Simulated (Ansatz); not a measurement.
Computed with DFT r2SCAN, scalar-relativistic, plane waves, PAW in Ansatz 0.2.0. All cells share a 500 eV cutoff and Γ-centred k meshes spaced at most 0.3 Å⁻¹ (0.19 for metals, 2π included).

These are static lattice energies at zero pressure. Larger cells and other orderings weren't all tried, so the list isn't exhaustive. The k mesh leaves about 4 meV/atom of noise in metals. No run is spin-polarised.

(1) Which is lower for TiAl, the caesium chloride or the CuAu (L1_0) structure, and by how much?

Answers

(1) The CuAu (L1_0) structure, by 140 meV/atom. It takes 16.1 Å³/atom against 15.9.